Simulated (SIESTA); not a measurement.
Crystal: SiC (Moissanite).

```xyz
4
Lattice="3.0760 0.0000 0.0000 -1.5380 2.6639 0.0000 0.0000 0.0000 5.0480" Properties=species:S:1:pos:R:3 pbc="T T T"
Si    1.5380    0.8880    2.5240
Si    0.0000    1.7759    0.0000
C     1.5380    0.8880    4.4675
C     0.0000    1.7759    1.9435
```

Base run:

* Program: SIESTA 5.4.2
* Functional: PBEsol
* Potentials or basis: PseudoDojo 0.4 standard (PBEsol files)
* Basis: DZP (energy shift 0.003 Ry)
* Grid cutoff: 500 Ry
* Energy shift: 0.003 Ry
* k mesh: 10 × 10 × 5
* Occupations: fermi-dirac, width 0.05 eV
* Spin: no spin polarisation

Its results: band gap on the k mesh 2.28 eV, indirect (least direct gap 3.95 eV); pressure 3.4 GPa; largest force 0.834 eV/Å.

Q: The run is repeated on the same cell with these changes: functional from PBEsol to PBE; potentials or basis from PseudoDojo 0.4 standard (PBEsol files) to SG15 1.2 (PBE files) or PseudoDojo by element. What comes out?

A: Band gap on the k mesh 2.46 eV, indirect (least direct gap 4.07 eV); pressure 7.1 GPa; largest force 0.848 eV/Å.

Caveats: the mesh misses the band edges, which the band path finds closer together; the basis of atomic orbitals isn't converged, which shifts pressures, moduli and gaps.
